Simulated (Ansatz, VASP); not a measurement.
One calculation of H (a cell with a defect), two programs

```
H
1.0
     5.75847    3.32465    0.00000
     0.00000   -6.64931    0.00000
     0.00000    0.00000  -10.08394
H
23
Direct
  0.33333 0.33333 0.91264
  0.00000 0.66667 0.41264
  0.00000 0.66667 0.91264
  0.66667 0.00000 0.41264
  0.66667 0.00000 0.91264
  0.66667 0.66667 0.16264
  0.66667 0.66667 0.66264
  0.33333 0.00000 0.16264
  0.33333 0.00000 0.66264
  0.00000 0.33333 0.16264
  0.00000 0.33333 0.66264
  0.66667 0.66667 0.08736
  0.66667 0.66667 0.58736
  0.33333 0.00000 0.08736
  0.33333 0.00000 0.58736
  0.00000 0.33333 0.08736
  0.00000 0.33333 0.58736
  0.33333 0.33333 0.37500
  0.33333 0.33333 0.83736
  0.00000 0.66667 0.33736
  0.00000 0.66667 0.83736
  0.66667 0.00000 0.33736
  0.66667 0.00000 0.83736
```

Change from the starting cell: atom 18 (H) set half-way to the vacancy, atoms relaxed in the symmetry of that start.

Alike in both runs: functional PBEsol; k mesh 3 × 3 × 2; occupations gaussian, width 0.05 eV; no spin polarisation.

Ansatz relaxed the structure, and its values are those at the end. VASP's run is a single point on that final structure, the one shown.

|  | VASP | Ansatz |
| --- | --- | --- |
| version | VASP 6.6.1 | Ansatz 0.2.0 |
| potentials or method | VASP PAW PBE potentials, release 64 (H) | scalar-relativistic, plane waves, PAW |
| plane-wave cutoff (eV) | 520 | 420 |
| valence electrons in the cell | 23 | 23 |

```tsv
	VASP	Ansatz	Ansatz less VASP
gap on the k mesh at the Fermi level (eV)	none	none	-
pressure (GPa)	-0.2	0.0	+0.13
rms of the force components (eV/Å)	0.009	0.008	-0.0017
```

A gap of «none» marks a metal or a gap that the smearing closes. Ansatz warned: «stress_scf_threshold_loose».

Caveats: the k mesh is coarse (spacing up to 0.36 Å⁻¹), so the values aren't converged; the PAW data sets were made with another functional, which shifts forces and pressure a little (VASP).
